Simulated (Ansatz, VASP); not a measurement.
**BN: VASP beside Ansatz**

```
CELL_PARAMETERS angstrom
2.51184 0.00000 0.00000
-1.25592 2.17532 0.00000
0.00000 0.00000 4.16063
ATOMIC_POSITIONS crystal
B 0.33333 0.66667 0.99991
B 0.66667 0.33333 0.49991
N 0.33333 0.66667 0.37409
N 0.66667 0.33333 0.87409
```

Change from the starting cell: strained cell.

Alike in both runs: functional PBEsol; k mesh 9 × 9 × 6; occupations gaussian, width 0.02 eV; no spin polarisation.

Ansatz relaxed the structure, and its values are those at the end. VASP's run is a single point on that final structure, the one shown.

```csv
,VASP,Ansatz
version,VASP 6.6.1,Ansatz 0.2.0
potentials or method,"VASP PAW PBE potentials, release 64 (B, N)","scalar-relativistic, plane waves, PAW"
plane-wave cutoff (eV),520,420
valence electrons in the cell,16,16
```

Ansatz gave:

| Property | Result |
| --- | --- |
| gap on the k mesh at the Fermi level (eV) | 4.88 |
| least direct gap on the mesh (eV) | 8.37 |
| pressure (GPa) | 13.4 |

Question: Which values does VASP return?

Answer: gap on the k mesh at the Fermi level (eV): 4.86; least direct gap on the mesh (eV): 8.37; pressure (GPa): 14.4.

The functional is the same, so the differences come from potentials, cutoffs and numerics. Ansatz warned: «pseudo_functional_mismatch».

Caveats: the PAW data sets were made with another functional, which shifts forces and pressure a little (VASP); an odd mesh through Γ misses points on the zone boundary, where band edges often lie.
